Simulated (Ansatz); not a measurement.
**SiNi2: uniaxial strain along c**

How does SiNi2 answer uniaxial strain along c between -6 and +6 %? At each strain the lengths of a and b and the atoms relax, the angles are held, within the symmetry that is left.

Program: Ansatz 0.2.0. Level of theory: DFT r2SCAN, scalar-relativistic, plane waves, PAW. These are calculated values, not measurements.

2 further runs of the same task are left out: 2 set aside as unsound or not needed.

### Step 1. Starting point

Symmetry: P6_3/mmc, No. 194, hexagonal system. Conventional cell: a = 3.870 Å, b = 3.870 Å, c = 4.927 Å, α = 90.00°, β = 90.00°, γ = 120.00°. Si (site symmetry -6m2) is surrounded by 11 Ni at 2.23 to 2.55 Å. Ni (site symmetry -3m) has 8 Ni at 2.46 to 2.55 Å and 6 Si at 2.55 Å as nearest neighbours. Around Ni (site symmetry -6m2) lie 5 Si at 2.23 to 2.46 Å and 6 Ni at 2.55 Å.

Coordinates:

```cif
data_structure
_symmetry_space_group_name_H-M 'P6_3/mmc'
_symmetry_Int_Tables_number 194
_cell_length_a 3.8695
_cell_length_b 3.8695
_cell_length_c 4.9268
_cell_angle_alpha 90.000
_cell_angle_beta 90.000
_cell_angle_gamma 120.000
_cell_volume 63.89
loop_
_atom_site_label
_atom_site_type_symbol
_atom_site_symmetry_multiplicity
_atom_site_Wyckoff_symbol
_atom_site_fract_x
_atom_site_fract_y
_atom_site_fract_z
_atom_site_occupancy
Si1 Si 2 d 0.33333 0.66667 0.75000 1
Ni1 Ni 2 a 0.00000 0.00000 0.00000 1
Ni2 Ni 2 c 0.33333 0.66667 0.25000 1
```

It is the result of an earlier relaxation at this level (volume 10.65 Å³/atom; gap on the mesh: none (metal)).

The unstrained cell comes from an earlier run at this level (6 atoms, E(σ→0) -24662.1677 eV, gap none (metal)).

### Step 2. The cell strained by -2.0 %

input.yaml reads:

```yaml
crystal:
  lattice:
    - [3.8888932308, 0.0, 0.0]
    - [-1.9444466154, 3.3678803304, 0.0]
    - [0.0, 0.0, 4.8282749128]
  atoms:
    - { symbol: Si, position: [0.3333333333, 0.6666666667, 0.75] }
    - { symbol: Si, position: [0.6666666667, 0.3333333333, 0.25] }
    - { symbol: Ni, position: [0.0, 0.0, 0.0] }
    - { symbol: Ni, position: [0.0, 0.0, 0.5] }
    - { symbol: Ni, position: [0.3333333333, 0.6666666667, 0.25] }
    - { symbol: Ni, position: [0.6666666667, 0.3333333333, 0.75] }
basis:
  ecutwfc: 500
kpoints:
  mp_grid: { grid: [12, 12, 8] }
hamiltonian:
  xc: r2scan
scf:
  occupations: { method: gaussian, width: 0.1 }
output:
  forces: true
  stress: true
  eigenvalues: true
relax:
  adjacent_minimum: "off"
  f_tol: 0.008
  max_steps: 40
  cell: { stress_tol: 0.015, fix: [c, angles] }
```

On the command line:

```console
$ ansatz run input.yaml --threads 1 --pin off --max-ram 2560MiB --backend cpu --events-out ev --progress --plain --runs-dir out
```

Further runs follow: strain +2.0 %; the cell strained by -4.0 %; strain +4.0 %; At -6.0 %; strain +6.0 %.

**Question.** What will these runs give? Wanted: (1/V) d²E/dε² at zero strain, cubic fit; strain of the free axis a per applied strain.

The runs gave:

```
                                    quantity                    value
                         largest energy cost  47.8 meV/atom at -6.0 %
     (1/V) d²E/dε² at zero strain, cubic fit                  323 GPa
strain of the free axis a per applied strain                    -0.20
```

In words: The curvature of the energy, 323 GPa, is Young's modulus along c, angles held. Compression by 6 % costs 47.8 meV/atom and stretching 29.4. The free axis a moves against the applied strain (factor -0.20). Spin polarisation is off in the runs that give these values; a magnetic solution could lie lower.
